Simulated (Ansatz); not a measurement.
# Does disorder add resistance in series? Al(111) layers with 75 % Ag

Two lengths of the disordered region are known. What area resistance does the third give?

Set-up. Ansatz 0.2.0, plane waves with PAW datasets at their recommended cutoffs (420 eV for most), Fermi-Dirac smearing; ballistic transmission by layer matching. The area resistance is RA = A (h/2e²)(1/T − 1/N), with T the zone-mean transmission per spin and N the lead's channels, both averaged over a few energies near the Fermi level; for magnets each spin is taken apart, with h/e², and the two conduct in parallel. Lateral cell 2x2, PBE, a fresh random draw for each length.

Results; the value marked ? is to be predicted:

```
length (Å)  channels N  RA (fΩ m²)
      9.35       5.470       0.683
      18.7       5.430        1.02
      28.0       5.490           ?
```

Worked fit:

Ohm's law makes RA linear in the length: the slope is (1.02 − 0.683)/(18.7 − 9.35) = 0.0355 fΩ m² per Å, or 36 µΩ cm. Then 1.02 + 0.0355 × 9.35. Predicted: 1.35 fΩ m².

What the run gave:

1.19 fΩ m², so the prediction is 13 % too high. The three lengths together give 27 µΩ cm. The two increments are 0.33 and 0.18 fΩ m²; with one draw for each length, their difference can't be told from scatter.

Caveats: The scatterers repeat sideways with the small cell. The slope is a raw one; a model of isotropic scattering puts it 1.02 times the bulk value over these lengths. Atoms sit unrelaxed on the host's lattice, and the pair may not mix at random in practice.

[Logs are printed without paths, hosts, clocks, repeated set-up lines and the standing remarks that a program may print on its own settings, such as how far it seeks lower states.]
